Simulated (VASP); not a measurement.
Al, 2 atoms in the cell. Symmetry: P6_3/mmc, No. 194, hexagonal system. The conventional cell has a = 2.812 Å, b = 2.812 Å, c = 4.867 Å, α = 90.00°, β = 90.00°, γ = 120.00°. Around Al (site symmetry -6m2) lie 12 Al at 2.81 to 2.93 Å. This isn't the form of Al at room conditions, which is fcc.

- Program: VASP 6.6.1
- Task: relaxation of cell and atoms
- Functional: PBE
- Dispersion: D3(BJ)
- Potentials or basis: VASP PAW PBE potentials, release 64 (Al)
- Cutoff: 600 eV
- k mesh: 18 × 18 × 10
- Occupations: gaussian, width 0.1 eV
- Spin: no spin polarisation
- Dipole correction: no
- Further INCAR settings: ALGO = Normal; EDIFF = 1e-06; IBRION = 2; EDIFFG = -0.005; NSW = 100; ISIF = 3

Potentials or basis: VASP PAW PBE potentials, release 64 (Al).

The run is started by

```sh
$ cat potpaw_PBE.64/Al/POTCAR > POTCAR
$ mpirun -np 1 vasp_std > vasp.out
```

Hardware: 1 thread of Intel(R) Xeon(R) Platinum 8488C (Sapphire Rapids), with other jobs on the host.

**Question.** How long does it take, and how much memory?

**Answer.** Run time: 2.3 min on 1 thread of Intel(R) Xeon(R) Platinum 8488C (Sapphire Rapids) (shared host), peak memory 0.2 GiB. Counts: scf iterations 50, k points 222, ion steps 12.
